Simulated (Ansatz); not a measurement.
# Sn4Te: from a guess to a relaxed structure, part 1 of 2

The task: take a trial cell of Sn4Te to zero force and stress.

Method: DFT PBE, scalar-relativistic, plane waves, PAW, in Ansatz 0.2.0.

### 1 Starting point

The structure is cubic, space group Pm-3m (No. 221). The conventional cell has a = 5.078 Å, b = 5.078 Å, c = 5.078 Å, α = 90.00°, β = 90.00°, γ = 90.00°. Sn (site symmetry 4/mmm) is surrounded by 2 Te at 2.54 Å. Around Sn (site symmetry m-3m) lie 12 Sn at 3.59 Å. Around Te (site symmetry m-3m) lie 6 Sn at 2.54 Å.

Structure file:

```xyz
5
Lattice="5.0780 0.0000 0.0000 0.0000 5.0780 0.0000 0.0000 0.0000 5.0780" Properties=species:S:1:pos:R:3 pbc="T T T"
Sn    0.0000    2.5390    2.5390
Sn    2.5390    2.5390    0.0000
Sn    2.5390    0.0000    2.5390
Sn    0.0000    0.0000    0.0000
Te    2.5390    2.5390    2.5390
```

A structure generator made this guess: species swapped into a database cell of Fe4N (Pm-3m, No. 221), with Sn on the Fe sites and Te on the N sites. The dimensions are guesses.

### 2 Probe: one point on a coarse mesh

File input.yaml:

```yaml
crystal:
  lattice:
    - [5.07797932, 0.0, 0.0]
    - [0.0, 5.07797932, 0.0]
    - [0.0, 0.0, 5.07797932]
  atoms:
    - { symbol: Sn, position: [0.0, 0.5, 0.5] }
    - { symbol: Sn, position: [0.5, 0.5, 0.0] }
    - { symbol: Sn, position: [0.5, 0.0, 0.5] }
    - { symbol: Sn, position: [0.0, 0.0, 0.0] }
    - { symbol: Te, position: [0.5, 0.5, 0.5] }
basis:
  ecutwfc: 420
kpoints:
  mp_grid: { grid: [4, 4, 4] }
hamiltonian:
  xc: pbe
scf:
  occupations: { method: gaussian, width: 0.1 }
  lower_state_search: "off"
output:
  forces: true
  stress: true
  eigenvalues: true
```

Run with:

```sh
ansatz run input.yaml --threads 1 --pin off --max-ram 2560MiB --backend cpu --events-out ev --progress --plain --runs-dir out
```

Standard output, shortened:

```text
[...]
SCF converged after 8 iterations
Free energy (F): -31070.151247 eV
[...]
E sigma→0 (E₀):  -31070.143253 eV
Entropy (-TS):   -0.015989 eV (-3.198 meV/atom)
Fermi energy:    11.927207 eV
[...]
--- Forces (eV/Å), atoms counted from 1 ---
  atom   1  Sn     0.00000000     0.00000000    -0.00000000
  atom   2  Sn     0.00000000     0.00000000     0.00000000
  atom   3  Sn    -0.00000000    -0.00000000    -0.00000000
  atom   4  Sn    -0.00000000     0.00000000     0.00000000
  atom   5  Te     0.00000000    -0.00000000     0.00000000
[...]
--- Stress (GPa, compression-positive) ---
       23.187163       0.000000       0.000000
        0.000000      23.187163       0.000000
        0.000000      -0.000000      23.187163
  P = ⅓ Tr σ = 23.1872 GPa (231.872 kbar)
--- Band table (eV; the first three rows and the last of 10) ---
[...]
```

It took 4.1 s on 1 thread of Arm Neoverse V1, shared host; peak memory 0.38 GiB.

Read-out: pressure 23.2 GPa, largest force 0.00 eV/Å, gap on this mesh none (metal). A cheap, loose relaxation comes first.

### 3 A loose first relaxation

input.yaml, as its differences from that of step 2:

```diff
@@ -24 +24,6 @@
   eigenvalues: true
+relax:
+  adjacent_minimum: "off"
+  f_tol: 0.04
+  max_steps: 70
+  cell: { stress_tol: 0.4 }
```

Run with:

```sh
ansatz run input.yaml --threads 1 --pin off --max-ram 2560MiB --backend cpu --events-out ev --progress --plain --runs-dir out
```

Standard output:

```text
Warning: RAYON_NUM_THREADS=1 ignored (pool sized by the plan → 1); use --threads N
Engine: ansatz 0.2.0, aarch64-unknown-linux-gnu
Pseudopotentials: kind: paw
Pseudopotential: Sn, paw, valence charge 14, recommended cutoff 420 eV (normal), Sn.paw.azcp
Pseudopotential: Te, paw, valence charge 16, recommended cutoff 420 eV (normal), Te.paw.azcp
Functional definition: PBE
  parameter kappa = 0.804
  parameter beta = 0.06672455060314922
  exchange = pbe_x(kappa = kappa, mu = beta*pi^2/3)
  correlation = pbe_c(beta = beta)
Crystal: 5 atoms, lattice volume = 130.940 Å³
Basis set: ecut = 420 eV, 2553 PW (Γ), exchange–correlation on 72×72×72 points (8 copies of the dense FFT grid, shifted against one another)
Bands: 44, of which v1, the nominal top of the filled ones, is band 36 counted from 1 (35 counted from 0)
Symmetry: 48 space group operations
Space group: Pm-3m (ITA 221), of the structure as read, at distance tolerance 5.1e-5 Å
k-points: 10 of 64
Non-local potential: Sn, projectors of the file, l = 0: 2, l = 1: 2, l = 2: 2, l = 3: 2
Non-local potential: Te, projectors of the file, l = 0: 2, l = 1: 2, l = 2: 2, l = 3: 2
PAW form: soft (Blöchl's): semilocal exchange-correlation on the pseudo side does not see the compensation charge
PAW one-centre angular grid: Sn, 590 points (default); XC on 64 Gauss nodes
PAW one-centre angular grid: Te, 590 points (default); XC on 64 Gauss nodes
Initial density: superposition of atomic densities (neutral atoms: chi_scale 0, normalization atom), corrected by the library's trained network
Initial wavefunctions: pseudopotential atomic-orbital guess
Functional: x = pbe(κ = 0.804, μ = 0.2195149727645171), c = pbe(β = 0.06672455060314922)
SCF iter   1: F=—  HF=-31070.215371 eV  |F-HF|=—  |Δ(HF+E_count)|=         —  Δρ=7.12e-3  dr2=2.38e-1  ethr=1.77e-3  ⟨swp⟩=9.4  Hψ=2034  notcnv=0  defer=1
preconditioner: auto → Kerker (q_TF=auto, 2.469 Å⁻¹)  [metal: Δε(μ)=0.075 eV  Ē_g=18.876 eV  σ=0.100 eV  W_gap=0.40  n_scr=26 (ndim 8)  ℏωp=25.6 eV  f_vac=0.000  D(μ)=4.22/eV (n_scr^D=26)]
SCF iter   2: F=—  HF=-31070.176783 eV  |F-HF|=—  |Δ(HF+E_count)|=   3.86e-2  Δρ=4.45e-3  dr2=9.28e-2  ethr=3.30e-4  ⟨swp⟩=1.9  Hψ=547  notcnv=0  defer=6
SCF iter   3: F=—  HF=-31070.151523 eV  |F-HF|=—  |Δ(HF+E_count)|=   2.53e-2  Δρ=7.87e-4  dr2=1.86e-3  ethr=1.29e-4  ⟨swp⟩=2.1  Hψ=556  notcnv=0  defer=6
SCF iter   4: F=—  HF=-31070.151279 eV  |F-HF|=—  |Δ(HF+E_count)|=   2.45e-4  Δρ=3.54e-4  dr2=2.06e-4  ethr=2.59e-6  ⟨swp⟩=2.2  Hψ=724  notcnv=0  defer=9
SCF iter   5: F=—  HF=-31070.151268 eV  |F-HF|=—  |Δ(HF+E_count)|=   1.05e-5  Δρ=8.51e-5  dr2=1.23e-5  ethr=2.87e-7  ⟨swp⟩=2.9  Hψ=702  notcnv=0  defer=9
SCF iter   6: F=—  HF=-31070.151247 eV  |F-HF|=—  |Δ(HF+E_count)|=   2.10e-5  Δρ=3.50e-5  dr2=2.11e-6  ethr=1.71e-8  ⟨swp⟩=2.0  Hψ=713  notcnv=0  defer=9
SCF iter   7: F=—  HF=-31070.151247 eV  |F-HF|=—  |Δ(HF+E_count)|=   2.22e-7  Δρ=9.92e-6  dr2=1.68e-7  ethr=2.94e-9  ⟨swp⟩=2.0  Hψ=722  notcnv=0  defer=9
SCF iter   8: F=-31070.151247 eV  HF=-31070.151247 eV  |F-HF|=4.07e-10  |Δ(HF+E_count)|=   8.44e-8  Δρ=2.81e-6  dr2=1.29e-8  ethr=1.39e-10  ⟨swp⟩=11.4  Hψ=1987  notcnv=0
SCF 1 converged in 8 iterations: F = -31070.151247 eV  dr2 = 1.29e-8
relax step   1: F+E_penalty+E_count = -31070.15124719 eV  Δ(F+E_penalty+E_count) = +0.000e0 eV  max|allowed force component| = 6.626e-29 eV/Å  Δτ_max = 0.0000 Å  P = +23.187 GPa  Ω = 130.940 Å³  (8 SCF iters, dr2 threshold 1.00e-7 eV, accepted)
Crystal: 5 atoms, lattice volume = 151.039 Å³
Basis set: ecut = 420 eV, 2945 PW (Γ), exchange–correlation on 72×72×72 points (8 copies of the dense FFT grid, shifted against one another)
Initial density: handed on by an earlier stage of this run
Initial wavefunctions: those handed on with the density
iter 1 solved again at ethr=1.62e-4 eV; its pass at ethr=3.10e-3 eV (dr2=1.17e-1 eV) is discarded
SCF iter   1: F=—  HF=-31072.157351 eV  |F-HF|=—  |Δ(HF+E_count)|=         —  Δρ=5.67e-3  dr2=1.14e-1  ethr=1.62e-4  ⟨swp⟩=1.2  Hψ=2629  notcnv=0
preconditioner: auto → Kerker (q_TF=auto, 2.411 Å⁻¹)  [metal: Δε(μ)=0.062 eV  Ē_g=18.408 eV  σ=0.100 eV  W_gap=0.34  n_scr=32 (ndim 8)  ℏωp=23.8 eV  f_vac=0.000  D(μ)=6.79/eV (n_scr^D=56)]
SCF iter   2: F=—  HF=-31072.143977 eV  |F-HF|=—  |Δ(HF+E_count)|=   1.34e-2  Δρ=2.99e-3  dr2=2.89e-2  ethr=1.59e-4  ⟨swp⟩=1.1  Hψ=441  notcnv=0
SCF iter   3: F=—  HF=-31072.139760 eV  |F-HF|=—  |Δ(HF+E_count)|=   4.22e-3  Δρ=5.97e-4  dr2=1.00e-3  ethr=4.02e-5  ⟨swp⟩=1.8  Hψ=474  notcnv=0
SCF iter   4: F=—  HF=-31072.139703 eV  |F-HF|=—  |Δ(HF+E_count)|=   5.66e-5  Δρ=1.98e-4  dr2=7.82e-5  ethr=1.39e-6  ⟨swp⟩=2.1  Hψ=594  notcnv=0
SCF iter   5: F=—  HF=-31072.139676 eV  |F-HF|=—  |Δ(HF+E_count)|=   2.66e-5  Δρ=4.99e-5  dr2=9.24e-6  ethr=1.09e-7  ⟨swp⟩=2.3  Hψ=745  notcnv=0
SCF iter   6: F=—  HF=-31072.139676 eV  |F-HF|=—  |Δ(HF+E_count)|=   8.32e-7  Δρ=2.44e-5  dr2=1.61e-6  ethr=1.28e-8  ⟨swp⟩=2.3  Hψ=774  notcnv=0
SCF iter   7: F=-31072.139675 eV  HF=-31072.139675 eV  |F-HF|=3.56e-8  |Δ(HF+E_count)|=   1.71e-7  Δρ=6.84e-6  dr2=1.04e-7  ethr=6.94e-10  ⟨swp⟩=8.0  Hψ=2008  notcnv=0
SCF 2 converged in 7 iterations: F = -31072.139675 eV  dr2 = 1.04e-7
relax step   2: F+E_penalty+E_count = -31072.13967537 eV  Δ(F+E_penalty+E_count) = -1.988e0 eV  max|allowed force component| = 3.100e-29 eV/Å  Δτ_max = 0.0000 Å  P = +10.587 GPa  Ω = 151.039 Å³  energy of the carried Pulay correction = -6.396e-3 eV  (7 SCF iters, dr2 threshold 5.00e-7 eV, accepted)
Crystal: 5 atoms, lattice volume = 173.298 Å³
Basis set: ecut = 420 eV, 3407 PW (Γ), exchange–correlation on 72×72×72 points (8 copies of the dense FFT grid, shifted against one another)
iter 1 solved again at ethr=7.49e-4 eV; its pass at ethr=3.10e-3 eV (dr2=5.40e-1 eV) is discarded
SCF iter   1: F=—  HF=-31073.301289 eV  |F-HF|=—  |Δ(HF+E_count)|=         —  Δρ=9.80e-3  dr2=5.29e-1  ethr=7.49e-4  ⟨swp⟩=1.0  Hψ=2600  notcnv=0
preconditioner: auto → Resta (q_TF=auto, 2.357 Å⁻¹)  ε∞=2.5  [insulator: Δε(μ)=0.154 eV  Ē_g=17.988 eV  σ=0.100 eV  W_gap=0.72  n_scr=32 (ndim 8)  ℏωp=22.2 eV  f_vac=0.000  D(μ)=2.47/eV (n_scr^D=18)  ε∞_Penn≈2.5]
SCF iter   2: F=—  HF=-31073.193889 eV  |F-HF|=—  |Δ(HF+E_count)|=   1.07e-1  Δρ=2.82e-3  dr2=4.91e-2  ethr=7.35e-4  ⟨swp⟩=3.0  Hψ=637  notcnv=0
preconditioner: auto → Kerker (q_TF=auto, 2.357 Å⁻¹)  [metal: Δε(μ)=0.076 eV  Ē_g=17.956 eV  σ=0.100 eV  W_gap=0.40  n_scr=32 (ndim 8)  ℏωp=22.2 eV  f_vac=0.000  D(μ)=5.73/eV (n_scr^D=32)]
SCF iter   3: F=—  HF=-31073.187032 eV  |F-HF|=—  |Δ(HF+E_count)|=   6.86e-3  Δρ=1.88e-3  dr2=1.04e-2  ethr=6.81e-5  ⟨swp⟩=1.1  Hψ=521  notcnv=0
SCF iter   4: F=—  HF=-31073.185488 eV  |F-HF|=—  |Δ(HF+E_count)|=   1.54e-3  Δρ=5.07e-4  dr2=1.86e-3  ethr=1.45e-5  ⟨swp⟩=2.0  Hψ=518  notcnv=0
SCF iter   5: F=—  HF=-31073.185198 eV  |F-HF|=—  |Δ(HF+E_count)|=   2.90e-4  Δρ=1.10e-4  dr2=1.99e-5  ethr=2.58e-6  ⟨swp⟩=2.3  Hψ=573  notcnv=0  defer=1
SCF iter   6: F=—  HF=-31073.185182 eV  |F-HF|=—  |Δ(HF+E_count)|=   1.65e-5  Δρ=2.62e-5  dr2=1.05e-6  ethr=2.76e-8  ⟨swp⟩=2.3  Hψ=782  notcnv=0  defer=1
SCF iter   7: F=-31073.185182 eV  HF=-31073.185182 eV  |F-HF|=2.08e-8  |Δ(HF+E_count)|=   4.34e-7  Δρ=9.11e-6  dr2=2.11e-7  ethr=6.94e-10  ⟨swp⟩=9.1  Hψ=2010  notcnv=0
SCF 3 converged in 7 iterations: F = -31073.185182 eV  dr2 = 2.11e-7
relax step   3: F+E_penalty+E_count = -31073.18518202 eV  Δ(F+E_penalty+E_count) = -1.046e0 eV  max|allowed force component| = 2.653e-29 eV/Å  Δτ_max = 0.0000 Å  P = +4.838 GPa  Ω = 173.298 Å³  energy of the carried Pulay correction = -1.250e-2 eV  (7 SCF iters, dr2 threshold 5.00e-7 eV, accepted)
Crystal: 5 atoms, lattice volume = 198.069 Å³
Basis set: ecut = 420 eV, 3887 PW (Γ), exchange–correlation on 72×72×72 points (8 copies of the dense FFT grid, shifted against one another)
iter 1 solved again at ethr=1.15e-4 eV; its pass at ethr=3.10e-3 eV (dr2=8.25e-2 eV) is discarded
SCF iter   1: F=—  HF=-31073.534952 eV  |F-HF|=—  |Δ(HF+E_count)|=         —  Δρ=3.61e-3  dr2=8.06e-2  ethr=1.15e-4  ⟨swp⟩=1.0  Hψ=2525  notcnv=0
preconditioner: auto → Resta (q_TF=auto, 2.305 Å⁻¹)  ε∞=5.0  [insulator: Δε(μ)=0.114 eV  Ē_g=5.894 eV  σ=0.100 eV  W_gap=0.54  n_scr=32 (ndim 8)  ℏωp=11.8 eV  f_vac=0.000  D(μ)=2.61/eV (n_scr^D=18)  ε∞_Penn≈5.0]
SCF iter   2: F=—  HF=-31073.518404 eV  |F-HF|=—  |Δ(HF+E_count)|=   1.65e-2  Δρ=1.53e-3  dr2=1.05e-2  ethr=1.12e-4  ⟨swp⟩=2.0  Hψ=487  notcnv=0
preconditioner: auto → Kerker (q_TF=auto, 2.305 Å⁻¹)  [metal: Δε(μ)=0.101 eV  Ē_g=6.647 eV  σ=0.100 eV  W_gap=0.47  n_scr=32 (ndim 8)  ℏωp=12.4 eV  f_vac=0.000  D(μ)=2.48/eV (n_scr^D=6)]
SCF iter   3: F=—  HF=-31073.516557 eV  |F-HF|=—  |Δ(HF+E_count)|=   1.85e-3  Δρ=5.37e-4  dr2=7.52e-4  ethr=1.46e-5  ⟨swp⟩=2.0  Hψ=523  notcnv=0
SCF iter   4: F=—  HF=-31073.516657 eV  |F-HF|=—  |Δ(HF+E_count)|=   9.98e-5  Δρ=1.94e-4  dr2=1.26e-4  ethr=1.04e-6  ⟨swp⟩=2.2  Hψ=591  notcnv=0
SCF iter   5: F=—  HF=-31073.516648 eV  |F-HF|=—  |Δ(HF+E_count)|=   9.27e-6  Δρ=6.37e-5  dr2=2.67e-5  ethr=1.75e-7  ⟨swp⟩=2.0  Hψ=761  notcnv=0
SCF iter   6: F=—  HF=-31073.516650 eV  |F-HF|=—  |Δ(HF+E_count)|=   2.53e-6  Δρ=2.42e-5  dr2=2.14e-6  ethr=3.71e-8  ⟨swp⟩=2.0  Hψ=511  notcnv=0
SCF iter   7: F=-31073.516651 eV  HF=-31073.516651 eV  |F-HF|=1.45e-7  |Δ(HF+E_count)|=   5.40e-7  Δρ=8.47e-6  dr2=2.11e-7  ethr=6.94e-10  ⟨swp⟩=7.0  Hψ=1888  notcnv=0
SCF 4 converged in 7 iterations: F = -31073.516651 eV  dr2 = 2.11e-7
relax step   4: F+E_penalty+E_count = -31073.51665101 eV  Δ(F+E_penalty+E_count) = -3.315e-1 eV  max|allowed force component| = 2.510e-29 eV/Å  Δτ_max = 0.0000 Å  P = -0.239 GPa  Ω = 198.069 Å³  energy of the carried Pulay correction = -1.835e-2 eV  (7 SCF iters, dr2 threshold 5.00e-7 eV, accepted)
Basis set: ecut = 420 eV, 3887 PW (Γ), exchange–correlation on 80×80×80 points (8 copies of the dense FFT grid, shifted against one another)
Initial wavefunctions: pseudopotential atomic-orbital guess (no wavefunctions were taken with the density)
iter 1 solved again at ethr=2.03e-6 eV; its pass at ethr=3.10e-3 eV (dr2=1.47e-3 eV) is discarded
SCF iter   1: F=—  HF=-31073.576530 eV  |F-HF|=—  |Δ(HF+E_count)|=         —  Δρ=6.75e-4  dr2=1.78e-4  ethr=2.03e-6  ⟨swp⟩=3.0  Hψ=2788  notcnv=0
preconditioner: auto → Kerker (q_TF=auto, 2.305 Å⁻¹)  [metal: Δε(μ)=0.105 eV  Ē_g=6.633 eV  σ=0.100 eV  W_gap=0.46  n_scr=32 (ndim 8)  ℏωp=12.4 eV  f_vac=0.000  D(μ)=2.39/eV (n_scr^D=6)]
SCF iter   2: F=—  HF=-31073.579139 eV  |F-HF|=—  |Δ(HF+E_count)|=   2.61e-3  Δρ=3.19e-4  dr2=3.02e-5  ethr=2.48e-7  ⟨swp⟩=2.0  Hψ=801  notcnv=0
SCF iter   3: F=—  HF=-31073.580028 eV  |F-HF|=—  |Δ(HF+E_count)|=   8.89e-4  Δρ=7.41e-5  dr2=3.12e-6  ethr=4.20e-8  ⟨swp⟩=2.0  Hψ=801  notcnv=0
SCF iter   4: F=—  HF=-31073.580070 eV  |F-HF|=—  |Δ(HF+E_count)|=   4.23e-5  Δρ=5.71e-6  dr2=5.81e-8  ethr=4.33e-9  ⟨swp⟩=2.0  Hψ=552  notcnv=0
SCF iter   5: F=—  HF=-31073.580070 eV  |F-HF|=—  |Δ(HF+E_count)|=   1.96e-7  Δρ=1.98e-6  dr2=1.67e-8  ethr=8.08e-11  ⟨swp⟩=2.0  Hψ=801  notcnv=0
SCF iter   6: F=—  HF=-31073.580070 eV  |F-HF|=—  |Δ(HF+E_count)|=  1.71e-10  Δρ=8.92e-7  dr2=3.86e-9  ethr=2.32e-11  ⟨swp⟩=2.0  Hψ=750  notcnv=0
SCF iter   7: F=-31073.580070 eV  HF=-31073.580070 eV  |F-HF|=7.28e-11  |Δ(HF+E_count)|=   2.01e-9  Δρ=2.99e-7  dr2=4.36e-10  ethr=4.44e-12  ⟨swp⟩=5.1  Hψ=1342  notcnv=0
SCF 5 converged in 7 iterations: F = -31073.580070 eV  dr2 = 4.36e-10
relax step   5: F+E_penalty+E_count = -31073.58007016 eV  Δ(F+E_penalty+E_count) = -6.342e-2 eV  max|allowed force component| = 9.006e-30 eV/Å  Δτ_max = 0.0000 Å  P = +0.392 GPa  Ω = 198.069 Å³  stress off target by 3.92e-1 GPa  SCF on the basis re-selected at this cell (its energy is not comparable with the rows above)  (7 SCF iters)
basis re-selected at this cell: Δ(F+E_penalty+E_count) = -6.342e-2 eV, ΔP = +0.631 GPa vs the last step (what re-selecting the basis moved, of the pressure what is left beyond the Pulay correction that the steps carried, after the strain that the cell walked since its last selection, with what the two solves' SCF thresholds leave and, on support functions, any second-order correction that the steps lacked; it is no measure of the basis error at this ecutwfc). The dense FFT grid was sized anew with the basis: this SCF ran on 40×40×40 points, the steps before it on 36×36×36, so part of this shift can come from that change (see relax.cell in the input reference). This SCF's stress stands 3.92e-1 GPa from its target on what of the cell is left free (relax.cell.stress_tol is 4.00e-1 GPa) and its largest allowed force component is 9.01e-30 eV/Å (relax.f_tol is 4.00e-2 eV/Å): within both
SCF converged after 7 iterations
Free energy (F): -31073.580070 eV
Harris-Foulkes:  -31073.580070 eV  (|F-HF|=7.28e-11)
Internal energy: -31073.568136 eV  (E = F + TS)
E sigma→0 (E₀):  -31073.574103 eV
Entropy (-TS):   -0.011935 eV (-2.387 meV/atom)
Fermi energy:    6.394139 eV
--- Per-component energies (eV) ---
  E_band       = -877.182141
  E_kinetic    = 917.404547
  E_local      = -6434.921910  (includes V_loc(G=0)·N_el)
  E_nonlocal   = -442.079932
  E_hartree    = 3673.634538
  E_xc         = -1652.621663
  E_vxc        = -484.078653  (∫ρ·V_xc dr)
  E_paw        = -21195.096494  (= ΣΔE_a)
  E_vpaw       = -1780.773894  (= ΣTr[D̂ρ^β])
  E_aug_tail   = -0.000174  (compensation charges beyond the density's cutoff)
  E_ewald      = -5939.887048
  E_smearing   = -0.011935  (= −TS)
  E_closure    = -0.000000  (closes the sum)
  Σ components = -31073.580070   (vs F -31073.580070, Δ=0.00e0)
--- Forces (eV/Å), atoms counted from 1 ---
  atom   1  Sn     0.00000000     0.00000000     0.00000000
  atom   2  Sn     0.00000000     0.00000000     0.00000000
  atom   3  Sn    -0.00000000    -0.00000000    -0.00000000
  atom   4  Sn     0.00000000    -0.00000000    -0.00000000
  atom   5  Te     0.00000000    -0.00000000     0.00000000
  max |Σ_I F_I| component: 1.53e-29 eV/Å
--- Stress (GPa, compression-positive) ---
        0.392239      -0.000000      -0.000000
       -0.000000       0.392239      -0.000000
       -0.000000      -0.000000       0.392239
  P = ⅓ Tr σ = 0.3922 GPa (3.922 kbar)
--- Band table (eV; the first three rows and the last of 10) ---
  k-point 0: bands = ["-30.7110", "-30.7110", "-30.6878", "-30.6878", "-30.6878", "-15.3578", "-15.3013", "-15.3013", "-15.2838", "-15.2838", "-15.2838", "-15.2540", "-15.2540", "-15.2540", "-15.2323", "-15.2323", "-15.2285", "-15.2285", "-15.2285", "-15.2175", "-15.1776", "-15.1776", "-15.1752", "-15.1752", "-15.1752", "-6.0138", "-0.5526", "0.2029", "0.2029", "1.5290", "1.5290", "1.5290", "1.6700", "5.9234", "5.9234", "5.9234", "7.4237", "7.4237", "7.4237", "9.5638", "9.5638", "9.5638", "10.2999", "10.2999"]
  k-point 1: bands = ["-30.7110", "-30.7106", "-30.6878", "-30.6878", "-30.6878", "-15.3504", "-15.3080", "-15.3011", "-15.2836", "-15.2796", "-15.2796", "-15.2586", "-15.2586", "-15.2540", "-15.2319", "-15.2304", "-15.2287", "-15.2270", "-15.2270", "-15.2193", "-15.1779", "-15.1778", "-15.1769", "-15.1769", "-15.1752", "-5.9597", "-1.0709", "-0.0967", "0.2260", "1.1187", "1.6133", "1.6133", "3.4812", "5.7541", "5.7541", "6.4026", "6.9463", "7.1823", "7.1823", "8.5641", "9.0012", "9.0012", "10.4803", "10.5928"]
  k-point 2: bands = ["-30.7110", "-30.7103", "-30.6878", "-30.6877", "-30.6877", "-15.3389", "-15.3188", "-15.3010", "-15.2835", "-15.2697", "-15.2697", "-15.2690", "-15.2690", "-15.2540", "-15.2315", "-15.2288", "-15.2274", "-15.2254", "-15.2254", "-15.2221", "-15.1787", "-15.1787", "-15.1781", "-15.1780", "-15.1753", "-5.9009", "-1.5887", "0.2497", "0.3186", "0.4924", "1.7057", "1.7057", "5.4932", "5.4932", "5.8266", "6.5972", "6.8457", "7.2908", "7.2908", "7.6124", "7.9977", "8.4075", "8.4075", "10.7511"]
  k-point 9: bands = ["-30.7100", "-30.7100", "-30.6877", "-30.6877", "-30.6877", "-15.3211", "-15.3211", "-15.3211", "-15.2712", "-15.2712", "-15.2712", "-15.2683", "-15.2683", "-15.2683", "-15.2310", "-15.2245", "-15.2245", "-15.2245", "-15.2245", "-15.2245", "-15.1782", "-15.1782", "-15.1782", "-15.1765", "-15.1765", "-5.6887", "-1.2181", "-1.2181", "-1.2181", "0.1040", "3.9103", "3.9103", "3.9103", "6.2741", "6.2741", "6.2741", "7.4557", "7.4557", "8.2189", "9.0378", "9.0378", "9.0378", "9.1646", "9.1646"]
--- Relaxed structure (4 steps of the walk, 4 accepted, 1 SCFs on fresh bases) ---
  F+E_penalty+E_count = -31073.58007016 eV   max|allowed force component| = 9.006e-30 eV/Å   (the final SCF, on the basis selected at the relaxed cell)
  cell:  # Å, volume = 198.0692 Å³
    - [5.829155639280598, -3.8508568002617696e-33, -2.0543252740130515e-33]
    - [-4.878019437268296e-33, 5.829155639280598, 0.0]
    - [-2.0543252740130515e-33, 0.0, 5.829155639280598]
  atoms:
    - { symbol: Sn, position: [-4.5038423055608955e-36, 0.5, 0.5] }
    - { symbol: Sn, position: [0.5, 0.5, 6.321182183566716e-37] }
    - { symbol: Sn, position: [0.5, -4.898916192329586e-36, 0.5] }
    - { symbol: Sn, position: [-6.479211738165534e-36, 6.3211821835435965e-37, 2.212413764277053e-36] }
    - { symbol: Te, position: [0.5, 0.5, 0.5] }
```

Run time: 24 s. Hardware: 1 thread of Arm Neoverse V1, shared host; peak memory 0.44 GiB.

Step by step:

| step | energy from step 1 (eV/cell) | largest force component (eV/Å) | pressure (GPa) | volume (Å³) |
| --- | --- | --- | --- | --- |
| 1 | 0.0000 | 0.0000 | 23.19 | 130.94 |
| 2 | -1.9884 | 0.0000 | 10.59 | 151.04 |
| 3 | -3.0339 | 0.0000 | 4.84 | 173.30 |
| 4 | -3.3654 | 0.0000 | -0.24 | 198.07 |
| 5 | -3.4288 | 0.0000 | 0.39 | 198.07 |

Step 1 is the start. Step 5 repeats the geometry before it on a plane-wave basis chosen anew for that cell, so its energy need not be comparable with the rows above.

|  | before | after | change |
| --- | --- | --- | --- |
| a (Å) | 5.078 | 5.829 | +14.8 % |
| b (Å) | 5.078 | 5.829 | +14.8 % |
| c (Å) | 5.078 | 5.829 | +14.8 % |
| volume (Å³/atom) | 26.19 | 39.61 | +51.3 % |
| shortest distance (Å) | 2.539 | 2.915 | +14.8 % |
| space group (0.01 Å) | Pm-3m | Pm-3m | same |

Forces and stress were held to the start's 48 operations: a distortion of lower symmetry was not tested.

(Continued in part 2 of 2.)
